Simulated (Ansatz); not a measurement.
## Sb under strain

The calculation used DFT PBE, scalar-relativistic, plane waves, PAW in Ansatz 0.2.0. Run with 420 eV cutoff, 14×10×10 k-mesh, Gaussian smearing of 0.10 eV, no spin polarisation.

Reference structure (relaxed):

```xyz
2
Lattice="3.1105 0.0000 0.0000 0.0000 4.3964 0.0000 -0.0095 0.0000 4.3951" Properties=species:S:1:pos:R:3 pbc="T T T"
Sb   -0.0066    3.2973    3.2960
Sb    3.1075    1.0991    1.0991
```

Deformation: biaxial strain in the a-b plane, with the length and tilt of c and the atoms relaxed, all within the symmetry that the strain leaves. Energies are extrapolated to zero smearing.

**Question.** Give the structure at -2.0 %.

**Answer.**
```xyz
2
Lattice="3.0483 0.0000 0.0023 0.0000 4.3085 0.0000 -0.0060 0.0000 4.4711" Properties=species:S:1:pos:R:3 pbc="T T T"
Sb   -0.0045    3.2314    3.3533
Sb    3.0468    1.0771    1.1201
```
Space group Cmmm (65), 7.8 meV/atom over the relaxed crystal.

This simple cubic form isn't the element's structure at ambient conditions.